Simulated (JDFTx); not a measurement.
# KCl (Sylvite) under changes of volume

One of the cells (31.151 Å³/atom); the others are scaled copies at fixed shape and fractional positions:

```
K Cl
1.0
     0.00000    3.14647    3.14647
     3.14647    0.00000    3.14647
     3.14647    3.14647    0.00000
K Cl
1 1
Direct
  0.00000 0.00000 0.00000
  0.50000 0.50000 0.50000
```

```yaml
Program: JDFTx 1.7.0 (patched build)
Functional: r2SCAN
Potentials_or_basis: SG15-PBE-1.2 with smoothed tails
Cutoff: 1088 eV
Density_cutoff: 8708 eV
k_mesh: 7 × 7 × 7
Occupations: fermi-dirac, width 0.05 eV
Spin: no spin polarisation
```

```csv
volume (Å³/atom),energy over the lowest point (meV/atom),pressure (GPa),gap on the mesh (eV)
29.282,6.88,1.3,5.96
29.905,2.79,0.8,5.89
30.528,?,?,?
31.151,0.00,-0.1,5.74
31.774,0.92,-0.4,5.67
32.397,3.14,-0.7,5.61
33.020,6.52,-1.0,5.55
```

Q: What does the run at 30.528 Å³/atom give?

A: Energy over the lowest point 0.56 meV/atom; pressure 0.3 GPa; gap on the mesh 5.81 eV.

Worked out: A Birch-Murnaghan fit of order 3 (a polynomial in V^(-2/3)) to the other rows has its minimum at 31.07 Å³/atom with B0 = V·E''(V) = 19.2 GPa and B' = 4.9. It gives 0.57 meV/atom at 30.528 Å³/atom, against the run's 0.56, and -dE/dV = 0.3 GPa, against 0.3. A straight line through the other rows of the gap, of slope -3.45 eV per unit of ln V (its deformation potential), gives 5.81 eV, against the run's 5.81.

Caveats: the potentials were made for another functional, which shifts forces and pressure; an odd mesh through Γ misses points on the zone boundary, where band edges often lie (some runs).
